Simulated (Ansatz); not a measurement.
A free-standing 1T monolayer of SnSe2, relaxed with r2SCAN in the plane-wave code Ansatz. In-plane lattice: a = 3.835 Å, b = 3.835 Å, γ = 120.0°; thickness between the outer nuclei 3.15 Å. Sn is surrounded by 6 Se at 2.72 Å; Se is surrounded by 3 Sn at 2.72 Å.

The axes x, y and z are those of this cell:
```
CELL_PARAMETERS angstrom
3.83519 0.00000 0.00000
-1.91760 3.32137 0.00000
0.00000 0.00000 30.06503
ATOMIC_POSITIONS crystal
Sn 0.00000 0.00000 0.29935
Se 0.33333 0.66667 0.35169
Se 0.66667 0.33333 0.24701
```
Periodic in the plane only; c spans the vacuum.

Unstrained: With PBE the valence top lies at Γ–M (0.26 of the way from Γ) and the conduction bottom at M, 0.843 eV higher; the smallest vertical gap, at M, is 1.166 eV. The r2SCAN gap is indirect, 1.128 eV (Γ–M (0.26 of the way from Γ) to M), below the direct gap of 1.455 eV at M. With HSE06 the valence top lies at Γ–M (0.26 of the way from Γ) and the conduction bottom at M, 1.486 eV higher; the smallest vertical gap, at M, is 1.844 eV. Meshes: PBE 12×12×1, r2SCAN 12×12×1, HSE06 6×6×1. Strains are changes of length per length. After each strain the atoms were relaxed again with r2SCAN within the symmetry that the strain leaves, so tilts or polar shifts that break it weren't tested; points keep the names that they have in the unstrained zone. (Calculated; spin-unpolarised; the phase may be known or hypothetical.)

**Question.** Estimate what uniaxial -3.0 % along x, other directions held does to the gap.

**Answer.** PBE: the gap goes from 0.843 to 0.616 eV (-0.227 eV). r2SCAN: the gap goes from 1.128 to 0.896 eV (-0.232 eV). HSE06: the gap goes from 1.486 to 1.247 eV (-0.239 eV). The r2SCAN energy rises by 8.8 meV an atom.

**Question.** Apply in-plane biaxial +2.5 %. How far does the gap move, against the unstrained cell?

**Answer.** PBE: the gap goes from 0.843 to 0.927 eV (+0.084 eV); the edges go from Γ–M (0.26) → M to Γ–M (0.31) → M. r2SCAN: the gap goes from 1.128 to 1.207 eV (+0.079 eV); the edges go from Γ–M (0.26) → M to Γ–M (0.31) → M. HSE06: the gap goes from 1.486 to 1.569 eV (+0.083 eV); the edges go from Γ–M (0.26) → M to Γ–M (0.31) → M. The r2SCAN energy rises by 13.2 meV an atom.

**Question.** Apply in-plane biaxial -3.0 %. How far does the gap move, against the unstrained cell?

**Answer.** PBE: the gap goes from 0.843 to 0.706 eV (-0.137 eV); the edges go from Γ–M (0.26) → M to Γ–M (0.21) → M. r2SCAN: the gap goes from 1.128 to 0.995 eV (-0.133 eV); the edges go from Γ–M (0.26) → M to Γ–M (0.21) → M. HSE06: the gap goes from 1.486 to 1.349 eV (-0.137 eV); the edges go from Γ–M (0.26) → M to Γ–M (0.21) → M. The r2SCAN energy rises by 22.0 meV an atom.

**Question.** Estimate what uniaxial -2.5 % along y, other directions held does to the gap.

**Answer.** PBE: the gap goes from 0.843 to 0.636 eV (-0.207 eV); the M points, equivalent before, split by 182 meV, and the conduction bottom lies at those like (0, 1/2, 0); the edges go from Γ–M (0.26) → M to (-1/8, 0.003, 0) → M. r2SCAN: the gap goes from 1.128 to 0.915 eV (-0.213 eV); the M points, equivalent before, split by 191 meV, and the conduction bottom lies at those like (0, 1/2, 0); the edges go from Γ–M (0.26) → M to (-1/8, 0.003, 0) → M. HSE06: the gap goes from 1.486 to 1.266 eV (-0.220 eV); the M points, equivalent before, split by 199 meV, and the conduction bottom lies at those like (0, 1/2, 0); the edges go from Γ–M (0.26) → M to (-1/8, 0.003, 0) → M. The r2SCAN energy rises by 6.0 meV an atom.

No spin-orbit coupling is included; it can move band edges with weight on the heavy atoms by tenths of an eV.

Where an edge lies off the special points, it is a point of the mesh or the k point where a search put PBE's edge or least direct gap, reused for the other functionals, whose own edges may lie a little apart.

The meshes of the hybrids are coarse, so their gaps aren't converged to the digits shown.

For some runs the program warns that the potential is rough where the density is thin, which bears on empty states near the vacuum.
